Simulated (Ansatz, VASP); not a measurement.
## EuS in VASP and in Ansatz

```
CELL_PARAMETERS angstrom
0.00000 2.97850 2.97850
2.97850 0.00000 2.97850
2.97850 2.97850 0.00000
ATOMIC_POSITIONS crystal
Eu 0.00000 0.00000 0.00000
S 0.50000 0.50000 0.50000
```

Alike in both runs: task relaxation of cell and atoms; functional revPBE; k mesh 8 × 8 × 8; occupations fermi-dirac, width 0.05 eV; collinear spin, ferromagnetic start.

|  | VASP | Ansatz |
| --- | --- | --- |
| version | VASP 6.6.1 | Ansatz 0.2.0 |
| potentials or method | VASP PAW PBE potentials, release 64 (Eu, S) | Ansatz PAW |
| plane-wave cutoff (eV) | 600 | 420 |
| valence electrons in the cell | 23 | 23 |

```csv
,VASP,Ansatz,Ansatz less VASP
net moment per atom (μB),3.49,3.49,+0.002
size of the moment on the site where the two differ most (μB),6.58,6.76,+0.173
relaxed volume (Å³/atom),25.75,25.95,+0.201
relaxed cell length with the largest relative difference (Å),4.176,4.187,+0.0109
energy change over the relaxation (meV/atom),-2,-1,+1.0
```

Site moments also hang on the region over which each program counts them.

Caveats: spin-orbit coupling is left out, which moves the levels of the heavy elements; a cell with one magnetic atom can't hold antiferromagnetic order, which such compounds often take; without U or exact exchange the open f shell lies at the Fermi level, which spoils levels, moments and volumes; the PAW data sets were made with another functional, which shifts forces and pressure a little (VASP); the plane-wave basis is chosen anew once the cell has moved, so the energies of steps on either side of that aren't comparable (Ansatz); the PAW data sets come from PBE, with cores solved anew for the run's functional, which leaves a small shift of forces and pressure (Ansatz). With open d or f shells a metallic result of revPBE can be an artefact of self-interaction; +U or a hybrid may open a gap. The state reached can hang on the start; a lower one may exist.
